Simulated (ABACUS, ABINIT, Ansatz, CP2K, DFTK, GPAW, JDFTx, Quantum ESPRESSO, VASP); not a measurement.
# WC: 10 runs at one level of theory

```
CELL_PARAMETERS angstrom
2.90650 0.00000 0.00000
-1.45325 2.51710 0.00000
0.00000 0.00000 2.83660
ATOMIC_POSITIONS crystal
W 0.00000 0.00000 0.00000
C 0.66667 0.33333 0.50000
```

Alike in all runs: task single point; functional PBE; k mesh 10 × 10 × 9; occupations fermi-dirac, width 0.05 eV; no spin polarisation; no spin-orbit coupling. Pressure is positive in compression and, in plane waves, holds the error of the finite cutoff, which Ansatz's Pulay term estimates and takes out.

```tsv
program and potentials	plane-wave cutoff (eV)	notes	pressure (GPa)
GPAW, GPAW PAW data sets (gpaw-data 1.2.1)	800	-	5.37
Quantum ESPRESSO, SSSP 1.3 efficiency PBE	748	-	6.38
JDFTx, PseudoDojo-SR-PBE-0.5-standard	1116	-	5.72
CP2K, POTENTIAL_UZH W GTH-PBE-q14, C GTH-PBE-q4; TZVP-MOLOPT-PBE-GTH basis	-	atomic basis	2.69
VASP, PBE PAW files C, W_sv, 520 eV	520	-	6.73
Ansatz, all-electron LAPW, scalar-relativistic	-	-	5.70
ABINIT, JTH PAW PBE v2.0	517	-	6.26
DFTK, PseudoDojo SR PBE 0.4.1 standard (PBE)	1116	-	5.74
ABACUS, PseudoDojo NC SR 0.4.1 PBE standard, plane waves	1116	-	5.72
Ansatz, Ansatz PAW (earlier soft set)	420	Pulay term of +0.23 GPa included	5.67
```

The pressure spans 2.69 (CP2K, POTENTIAL_UZH W GTH-PBE-q14, C GTH-PBE-q4; TZVP-MOLOPT-PBE-GTH basis) to 6.73 GPa (VASP, PBE PAW files C, W_sv, 520 eV), with all-electron results at 5.70. The pressure on the cell as given of CP2K, POTENTIAL_UZH W GTH-PBE-q14, C GTH-PBE-q4; TZVP-MOLOPT-PBE-GTH basis lies far from the others; the cause wasn't traced. Rows in atomic bases carry the error of their basis and grid, which can be large.

Differences between rows come from potentials, basis sets and numerical settings, since the functional is the same but for its coding. Runs on potential files found faulty are left out.
